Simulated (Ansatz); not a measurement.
# One crystal, many levels of theory: Ga4P3N (quasi-random alloy, started on the GaP lattice) (P1)

Aim: the gap of Ga4P3N (quasi-random alloy, started on the GaP lattice) (P1) at several levels of theory on one structure, with the time that each takes.

Main program and level: Ansatz 0.2.0; density functionals, hybrids and G0W0, plane waves, PAW.

This is a report of a sequence of runs, with most program output left out.

In doubt: masses and optical values from hybrid runs of this build are listed as unsure (step 7), which bears on the screening that GW takes from such a start.

## Step 1: Starting point

The cell holds 32 atoms: 16 Ga, 12 P and 4 N. Cell: a = 8.924 Å, b = 8.936 Å, c = 8.915 Å, α = 109.3°, β = 109.3°, γ = 109.9°. It derives from GaP.

The structure was relaxed with LDA. The runs that relaxed it are not among those shown. The default PAW set here is soft_2. Its files were made with PBE.

## Step 2: LDA on the 4×4×4 mesh

Levels along a band path and on the mesh show where this functional puts the band edges.

This step: DFT, LDA, plane waves, PAW.

File input.yaml:

```yaml
crystal:
  lattice:
    - [-5.1720698227, 5.1221296664, -5.1618321197]
    - [5.1709630415, 5.1330390847, 5.1738483192]
    - [5.1524989673, -5.134145866, -5.1542774638]
  atoms:
    - { symbol: Ga, position: [-0.0055407507, -0.0012591672, -0.0031440747] }
    - { symbol: Ga, position: [0.2490559126, 0.5035991128, 0.2938092581] }
    - { symbol: Ga, position: [0.5257460106, -0.0012485533, 0.4953411122] }
    - { symbol: Ga, position: [0.7943053946, 0.5062378865, 0.7460375796] }
    - { symbol: Ga, position: [0.7486324702, 0.2495044373, 0.0032308896] }
    - { symbol: Ga, position: [0.0100303118, 0.7567072845, 0.2556857644] }
    - { symbol: Ga, position: [0.2526592221, 0.2798525961, 0.5030630618] }
    - { symbol: Ga, position: [0.4771775851, 0.7221061209, 0.7582090363] }
    - { symbol: Ga, position: [0.4937856281, 0.5262530459, -0.0017537568] }
    - { symbol: Ga, position: [0.7098768078, -0.0349980478, 0.2382402406] }
    - { symbol: Ga, position: [0.0253137384, 0.4964773335, 0.5263534121] }
    - { symbol: Ga, position: [0.2533401664, 0.0057422494, 0.7470102522] }
    - { symbol: Ga, position: [0.2453024989, 0.7097548889, -0.0303518757] }
    - { symbol: Ga, position: [0.5053244, 0.2573799081, 0.250789929] }
    - { symbol: Ga, position: [0.7524454058, 0.7891908206, 0.5052993541] }
    - { symbol: Ga, position: [-0.0294562364, 0.246859349, 0.7163039195] }
    - { symbol: P, position: [0.0044699684, 0.2591929069, -0.0012707143] }
    - { symbol: P, position: [0.257758945, 0.7425133457, 0.2455446887] }
    - { symbol: P, position: [0.5103846205, 0.2568532998, 0.5069453931] }
    - { symbol: P, position: [0.740418097, 0.7422237305, 0.7426276744] }
    - { symbol: P, position: [0.7501857447, 0.506262666, -0.0072348416] }
    - { symbol: P, position: [-0.0094512542, 0.0053903856, 0.2547796857] }
    - { symbol: "N", position: [0.2507290327, 0.5055086109, 0.521029174] }
    - { symbol: P, position: [0.5012419253, -0.0149031674, 0.7437590622] }
    - { symbol: "N", position: [0.4846679845, 0.7396004553, -0.0078344479] }
    - { symbol: P, position: [0.7576461012, 0.2440409062, 0.2609024459] }
    - { symbol: P, position: [-0.004076669, 0.743664584, 0.5032570517] }
    - { symbol: P, position: [0.2409734713, 0.2587494136, 0.7459538966] }
    - { symbol: P, position: [0.2500103955, -0.0141750726, -0.0036186508] }
    - { symbol: P, position: [0.498575069, 0.5156418491, 0.2569821389] }
    - { symbol: "N", position: [0.7471430253, 0.0054116061, 0.4916597141] }
    - { symbol: "N", position: [0.0113249774, 0.491865215, 0.7423936272] }
kpoints:
  mp_grid: { grid: [4, 4, 4] }
  band_path:
    path:
      - [[0.0, 0.0, 0.0], [0.5, 0.0, 0.0]]
      - [[0.0, 0.5, 0.0], [0.0, 0.0, 0.0], [0.0, 0.0, 0.5]]
      - [[0.5, 0.5, 0.5], [0.0, 0.0, 0.0]]
    npoints: 10
hamiltonian:
  xc: lda
scf:
  occupations: { method: fermi_dirac, width: 0.02 }
  n_extra_bands: 14
output:
  eigenvalues: true
  write_density: true
  write_potential: true
  elf: true
  volumetric_format: npy
```

Started as:

```sh
$ ansatz run input.yaml --threads 3 --pin off --max-ram 92160MiB --backend cuda --events-out ev --progress --plain --runs-dir out --devices 1 --max-vram 13GiB  # rebuilt from the run's record
```

Run time: 14 s. Hardware: 1 × NVIDIA H100 80GB HBM3 (shared by 6 runs) with 3 threads of AMD EPYC 7R13 (Zen 3), shared host; peak memory 2 GiB; 31 s of CPU time.

Numbers from this step:

```yaml
filled_bands: 144
gap: 0.3142 eV
valence_top_at: k = (-0.500, -0.500, 0.000)
conduction_bottom_at: Γ
least_direct_gap: 0.3305 eV
```

Over mesh and path the gap is 0.314 eV, in a supercell, where edges may be folded.

## Step 3: LDA+SOC on the 4×4×4 mesh

This run has two-component orbitals with spin-orbit coupling.

This step: DFT, LDA with spin-orbit coupling, plane waves, PAW.

Changes to input.yaml since step 2:

```diff
@@ -42,6 +42,9 @@
     path:
-      - [[0.0, 0.0, 0.0], [0.5, 0.0, 0.0]]
-      - [[0.0, 0.5, 0.0], [0.0, 0.0, 0.0], [0.0, 0.0, 0.5]]
-      - [[0.5, 0.5, 0.5], [0.0, 0.0, 0.0]]
-    npoints: 10
+      - [0.0, 0.0, 0.0]
+      - [0.5, 0.0, 0.0]
+      - [0.0, 0.5, 0.0]
+      - [0.0, 0.0, 0.5]
+      - [0.5, 0.5, 0.5]
+      - [-0.5, -0.5, 0.0]
+    npoints: 1
 hamiltonian:
@@ -50,8 +53,7 @@
   occupations: { method: fermi_dirac, width: 0.02 }
-  n_extra_bands: 14
+  n_extra_bands: 28
+magnetization:
+  noncollinear: true
+  spin_orbit: true
 output:
   eigenvalues: true
-  write_density: true
-  write_potential: true
-  elf: true
-  volumetric_format: npy
```

The job ended after 29 s (1 × NVIDIA H100 80GB HBM3 (shared by 6 runs) with 3 threads; peak memory 1.8 GiB).

This step gave:

```
gap                  : 0.3147 eV
valence top at       : k = (-0.500, -0.500, 0.000)
conduction bottom at : Γ
least direct gap     : 0.3276 eV
```

Over mesh and listed points the gap is 0.315 eV, in a supercell, where edges may be folded. LDA+SOC against LDA: 0.315 − 0.314 = +0.001 eV, with the same mesh, set of files (read in its fully relativistic form for the spin-orbit run) and cutoff, and both edges at the same k points. The spin-orbit run sees mesh and listed points alone, so its gap is an upper bound: the coupling can move an edge off these points, the more so as this crystal has no centre of inversion, and the change over the zone, its sign included where it is small, is not known.

## Step 4: r2SCAN on the 4×4×4 mesh

r2SCAN is a meta-GGA: it depends on the kinetic-energy density as well as on the density and its gradient.

This step: DFT, r2SCAN, plane waves, PAW.

Changes to input.yaml since step 3:

```diff
@@ -50,9 +50,6 @@
 hamiltonian:
-  xc: lda
+  xc: r2scan
 scf:
-  occupations: { method: fermi_dirac, width: 0.02 }
-  n_extra_bands: 28
-magnetization:
-  noncollinear: true
-  spin_orbit: true
+  occupations: { method: fixed }
+  n_extra_bands: 14
 output:
```

Wall time 15 s (1 × NVIDIA H100 80GB HBM3 (shared by 6 runs) with 3 threads); peak memory 2.1 GiB.

Numbers from this step:

- gap: 0.7246 eV
- valence top at: k = (-0.500, -0.500, 0.000)
- conduction bottom at: Γ
- least direct gap: 0.7415 eV

Over mesh and listed points the gap is 0.725 eV, in a supercell, where edges may be folded. r2SCAN against LDA: 0.725 − 0.314 = +0.411 eV. The runs also differ in plane-wave cutoff (420 eV and 500 eV), so how much of this comes from the functional alone is not known.

## Step 5: HSE06 on the 2×2×2 mesh

HSE06 mixes in a quarter of exact exchange at short range.

This step: DFT, HSE06, plane waves, PAW.

Changes to input.yaml since step 4:

```diff
@@ -39,3 +39,3 @@
 kpoints:
-  mp_grid: { grid: [4, 4, 4] }
+  mp_grid: { grid: [2, 2, 2] }
   band_path:
@@ -50,3 +50,3 @@
 hamiltonian:
-  xc: r2scan
+  xc: hse06
 scf:
```

It took 1.9 min on 1 × NVIDIA H100 80GB HBM3 (shared by 6 runs) with 3 threads; peak memory 2.3 GiB; 4.2 min of CPU time.

This step gave:

```
gap                     : 1.171 eV
valence top at          : k = (-0.500, -0.500, 0.000)
conduction bottom at    : Γ
least direct gap        : 1.198 eV
exact-exchange fraction : 0.25
```

Over mesh and listed points the gap is 1.171 eV, in a supercell, where edges may be folded. HSE06 against LDA: 1.171 − 0.314 = +0.857 eV. The runs also differ in mesh (4×4×4 and 2×2×2), so how much of this comes from the functional alone is not known.

## Step 6: G0W0@LDA, 2×2×2 mesh, 971 empty bands, screening to 85 eV

G0W0 replaces the xc potential by a self-energy built once from the orbitals of the start. Levels are corrected in the window of bands that the input names, at points of the mesh.

This step: G0W0 on LDA, plane waves, PAW.

Changes to input.yaml since step 5:

```diff
@@ -40,17 +40,11 @@
   mp_grid: { grid: [2, 2, 2] }
-  band_path:
-    path:
-      - [0.0, 0.0, 0.0]
-      - [0.5, 0.0, 0.0]
-      - [0.0, 0.5, 0.0]
-      - [0.0, 0.0, 0.5]
-      - [0.5, 0.5, 0.5]
-      - [-0.5, -0.5, 0.0]
-    npoints: 1
 hamiltonian:
-  xc: hse06
+  xc: lda
 scf:
   occupations: { method: fixed }
-  n_extra_bands: 14
-output:
-  eigenvalues: true
+gw:
+  n_empty_bands: 971
+  ecut_chi: 85.0
+  qp_bands: [v4, c4]
+  qp_kpoints: band_edges
+  screening: { model: contour_deformation }
```

Run time: 70 s. Hardware: 1 × NVIDIA H100 80GB HBM3 (shared by 6 runs) with 3 threads; peak memory 4.6 GiB; 2.1 min of CPU time.

This step gave:

```
bands summed                                    : 1115
RPA ε∞ on this mesh (eigenvalues)               : 20.09, 25.13, 58.27
plane waves in the screening matrix             : 959
G0W0 gap over the corrected points              : 0.8621 eV
k of the valence top                            : -0.5, -0.5, 0
k of the conduction bottom                      : 0, 0, 0
starting gap on the mesh                        : 0.3098 eV
Z at the valence top                            : 0.7113
Z at the conduction bottom                      : 0.7258
least direct G0W0 gap over the corrected points : 0.8788 eV
```

Over all 8 irreducible mesh points the G0W0 gap is 0.862 eV, in a supercell, where edges may be folded. The LDA gap of this run on the mesh is 0.310 eV. The two states that bound the G0W0 gap lie that far apart at the start, so the correction of the gap is 0.862 − 0.310 = +0.552 eV. The program marks 14 of the 64 corrected levels as in doubt (Σc rises), neither edge state among them.

## Step 7: G0W0@HSE06, 2×2×2 mesh, 451 empty bands, screening to 51 eV

This step: G0W0 on HSE06, plane waves, PAW.

Changes to input.yaml since step 6:

```diff
@@ -41,3 +41,3 @@
 hamiltonian:
-  xc: lda
+  xc: hse06
 scf:
@@ -45,4 +45,4 @@
 gw:
-  n_empty_bands: 971
-  ecut_chi: 85.0
+  n_empty_bands: 451
+  ecut_chi: 51
   qp_bands: [v4, c4]
```

It took 3.3 min on 1 × NVIDIA H100 80GB HBM3 (shared by 6 runs) with 3 threads; peak memory 4.7 GiB.

Numbers from this step:

- bands summed: 595
- RPA ε∞ on this mesh (eigenvalues): 8.103, 8.168, 8.441
- plane waves in the screening matrix: 441
- G0W0 gap over the corrected points: 1.275 eV
- k of the valence top: -0.5, -0.5, 0
- k of the conduction bottom: 0, 0, 0
- starting gap on the mesh: 1.171 eV
- Z at the valence top: 0.7925
- Z at the conduction bottom: 0.8071
- least direct G0W0 gap over the corrected points: 1.302 eV

Over all 8 irreducible mesh points the G0W0 gap is 1.275 eV, in a supercell, where edges may be folded. The HSE06 gap of this run on the mesh is 1.171 eV. The two states that bound the G0W0 gap lie that far apart at the start, so the correction of the gap is 1.275 − 1.171 = +0.104 eV. G0W0@HSE06 against G0W0@LDA with 1115 bands: 1.275 − 0.862 = +0.413 eV. The runs also differ in empty bands (971 and 451) and screening cutoff (eV) (85.0 and 51), so how much of this comes from the start alone is not known.

## Step 8: Gap and time by level

Each gap is the least one over the points named; times are wall times on shared hosts, not benchmarks. A G0W0 time includes the run's own self-consistent start. Runs with listed points see these and the mesh alone, so an edge that moves elsewhere is missed. Rows marked * are further runs, not shown as steps, whose inputs differ from the G0W0 step on the same start in the columns given; solver thresholds can differ too. Rows marked ? have an edge level that the program doubts.

| level | mesh | files, cutoff | bands summed, screening | points | gap (eV) | valence top | conduction bottom | least direct gap (eV) | time |
| --- | --- | --- | --- | --- | --- | --- | --- | --- | --- |
| LDA | 4×4×4 | soft_2 PAW, 420 eV | - | mesh and path | 0.314 | (-0.500, -0.500, 0.000) | Γ | 0.331 | 14 s |
| LDA+SOC | 4×4×4 | soft_2 PAW, 420 eV | - | mesh and listed points | 0.315 | (-0.500, -0.500, 0.000) | Γ | 0.328 | 29 s |
| r2SCAN | 4×4×4 | soft_2 PAW, 500 eV | - | mesh and listed points | 0.725 | (-0.500, -0.500, 0.000) | Γ | 0.741 | 15 s |
| HSE06 | 2×2×2 | soft_2 PAW, 420 eV | - | mesh and listed points | 1.171 | (-0.500, -0.500, 0.000) | Γ | 1.198 | 1.9 min |
| G0W0@LDA*? | 2×2×2 | soft_2 PAW, 420 eV | 389, 34 eV | all 8 irreducible mesh points | 0.926 | (-0.500, -0.500, 0.000) | Γ | 0.957 | 34 s |
| G0W0@LDA | 2×2×2 | soft_2 PAW, 420 eV | 1115, 85 eV | all 8 irreducible mesh points | 0.862 | (-0.500, -0.500, 0.000) | Γ | 0.879 | 70 s |
| G0W0@HSE06 | 2×2×2 | soft_2 PAW, 420 eV | 595, 51 eV | all 8 irreducible mesh points | 1.275 | (-0.500, -0.500, 0.000) | Γ | 1.302 | 3.3 min |

## Step 9: Outcome

* LDA, over mesh and path: 0.314 eV
* LDA+SOC, over mesh and listed points: 0.315 eV
* r2SCAN, over mesh and listed points: 0.725 eV
* HSE06, over mesh and listed points: 1.171 eV
* G0W0@LDA (1115 bands, 2×2×2), over all 8 irreducible mesh points: 0.862 eV
* G0W0@HSE06, over all 8 irreducible mesh points: 1.275 eV
* known limits: finite bands, screening cutoff and k mesh; no spin-orbit coupling in G0W0; d shells not analysed; large ε∞ on the G0W0 mesh; screening cutoff under 40 eV in some runs

In words: The rows run from 0.314 eV (LDA) to 1.275 eV (G0W0@HSE06). They differ in mesh, plane-wave cutoff, bands and screening cutoff of G0W0 and the points over which the gap was sought as well as in level, so only pairs that share these are like for like. LDA+SOC against LDA: 0.315 − 0.314 = +0.001 eV, with the same mesh, set of files (read in its fully relativistic form for the spin-orbit run) and cutoff, and both edges at the same k points. The spin-orbit run sees mesh and listed points alone, so its gap is an upper bound: the coupling can move an edge off these points, the more so as this crystal has no centre of inversion, and the change over the zone, its sign included where it is small, is not known. G0W0@LDA (1115 bands, 2×2×2) moves the gap of its own start on the mesh by 0.862 − 0.310 = +0.552 eV, between the same two levels. No level off the mesh was corrected, so the G0W0 gap over the whole zone is not known from these runs. G0W0@HSE06 moves the gap of its own start on the mesh by 1.275 − 1.171 = +0.104 eV, between the same two levels. What spin-orbit coupling does to the G0W0 levels was not computed, so no sum with the G0W0 gap is formed. For G0W0@LDA: from 389 bands and 34 eV to 1115 bands and 85 eV the gap moves by 0.862 − 0.926 = −0.064 eV; bands and screening cutoff rise together, so their parts are not told apart. Two runs can't test a law of convergence, so the limit is not known. The other G0W0 rows are shown at one basis each (595 bands), so their distance from the limit is not known here. For G0W0@LDA (1115 bands, 2×2×2): the program marks 14 of the 64 corrected levels as in doubt (Σc rises), neither edge state among them. The G0W0 runs are scalar-relativistic. One-shot GW is known to converge slowly in bands for compounds with shallow d shells. The cell holds Ga; the filling of the d shell and its place against the gap were not analysed here. The largest eigenvalue of the RPA ε∞ is large: 58 in G0W0@LDA (2×2×2, 1115 bands) and 60 in G0W0@LDA (2×2×2, 389 bands). A coarse mesh can overstate it where a direct gap is narrow; the runs shown don't test that. No pair of G0W0 runs that differ in the mesh alone is shown (2×2×2 is a supercell whose nearest images lie 18 Å apart), so the error from the mesh is not known here. G0W0 is shown with one set of atomic data (soft_2 PAW), so the error from the files is not known here. A screening cutoff under 40 eV is crude: G0W0@LDA with 389 bands at 34 eV.

[Paths, hosts, dates, memory and timing lines, banners, echoed tables and standing remarks are left out of the program output.]

[Logs are printed without paths, hosts, clocks, repeated set-up lines and the standing remarks that a program may print on its own settings, such as how far it seeks lower states.]

[Runs of the session that timed out or met a known fault of the program may be left out.]

[Cells called generated may have been cut or substituted from an entry of the Crystallography Open Database or the Materials Project.]

[Hosts, paths, dates, database ids (printed as entryN), source tags and the programs' standing remarks are cut or masked in the printed files.]

[Where an RPA ε∞ is given, it is that of the G0W0 mesh and is not shown converged in it. Names of k-points follow the symmetry that the program found, which can be lower than the space group named. Band edges on a path are those of the sampled points; other points can move an edge, and change direct to indirect where valleys lie close.]

[Hybrid gaps are those of their k-mesh and are not shown converged in it.]
